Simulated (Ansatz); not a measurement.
**Calculated ¹¹⁹Sn Mössbauer parameters for SnO at a changed volume**

Cell: a structure deposited in the COD, relaxed with PBE at fixed cell and then changed (volume scaled by 0.94, ions relaxed).

Space group Cmme (No. 67); a = 4.8979, b = 5.6032, c = 5.4465 Å.

| site | Wyckoff | site symmetry | x | y | z |
| --- | --- | --- | --- | --- | --- |
| Sn | 4g | mm2 | 0.0000 | 0.7500 | 0.2230 |
| O | 4a | 222 | 0.7500 | 0.5000 | 0.0000 |

One atom of each set is listed; the run and its k-mesh use a cell of 8 atoms with edges of 3.72, 3.72, 10.89 Å.

Level of theory: DFT, PBE, plane waves and PAW, scalar-relativistic, 420 eV cutoff, Γ-centred 8×8×3 k-points, Fermi–Dirac smearing 0.02 eV (Ansatz 0.2.0).

Isomer shifts (against SnO₂) follow from the electron density at the nucleus, δ = α(ρ − ρ₀), with α = 0.099 mm s⁻¹ a₀³ and ρ₀ = 183191.44 a₀⁻³ from a line fitted to 8 measured compounds at this level of theory (rms miss 0.12 mm/s). ΔE_Q = ½eQV_zz(1 + η²/3)^½ with Q = -0.132 b for the 23.9 keV state.

Q: Give the isomer shift and quadrupole splitting of each Sn site.

A: 

| site | atoms | first shell | ρ − ρ₀ (a₀⁻³) | δ (mm/s) | ΔE_Q (mm/s) | η |
| --- | --- | --- | --- | --- | --- | --- |
| Sn | 4 | 4 O at 2.22 Å | 27.5 | 2.72 | 1.67 | 0.26 |

The shift of Sn is typical of Sn(II), and the large splitting points to a stereochemically active lone pair.

Without spin–orbit coupling (the program notes it for Sn) the gradients can shift somewhat, as the gap is small. With a gap of 0.2 eV on this mesh, the gradients can still move by some per cent as the k-mesh gets denser. At this changed cell the PBE pressure is 5 GPa. The database positions were far from equilibrium, so the relaxed structure may not be the compound's real one.
